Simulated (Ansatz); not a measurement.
Consider PtF2 (1T sheet).

The cell holds 3 atoms: 1 Pt and 2 F. Its edges and angles: a = 3.574 Å, b = 3.574 Å, c = 29.052 Å, α = 90.0°, β = 90.0°, γ = 120.0°. Vacuum lies along c.

```
Pt F
1.0
     0.00000    2.52715    2.52715
     2.52715   -2.52715    0.00000
    16.77315   16.77315  -16.77315
Pt F
1 2
Direct
  0.00000 0.00000 0.32056
  0.33333 0.66667 0.34509
  0.66667 0.33333 0.29604
```

The structure was relaxed with PBEsol. The structure was generated from a model, not taken from a measurement. The runs that relaxed it are not among those shown. The program's search for lower electronic states was switched off, so nothing shows that the state found is the lowest. Spin-orbit coupling is left out unless a run names it. PAW set soft_2, made with PBE.

A constrained-RPA run (Ansatz 0.2.0; non-magnetic PBEsol; Pt eg, bands v1 to c1, 6×6×1 mesh, medium accuracy) builds 2 functions on bands 2.0 eV wide, with 2.0 electrons in the window. The bare on-site interaction is 12.3 eV and the bare J 0.53 eV.

What U and J survive the screening?

On the Pt eg shell, U = 4.54 eV (37 % of the bare value), U′ = 3.89 eV, J = 0.33 eV.

The parent state is non-magnetic and the interaction static (zero frequency); U depends on the window and the orbitals, so it belongs to this model alone. Spin-orbit coupling, which is strong for atoms this heavy, is left out.

[Paths, hosts, dates, memory and timing lines, banners, echoed tables and standing remarks are left out of the program output.]

[Logs are printed without paths, hosts, clocks, repeated set-up lines and the standing remarks that a program may print on its own settings, such as how far it seeks lower states.]

[Runs of the session that timed out or met a known fault of the program may be left out.]

[Hosts, paths, dates, database ids (printed as entryN), source tags and the programs' standing remarks are cut or masked in the printed files.]
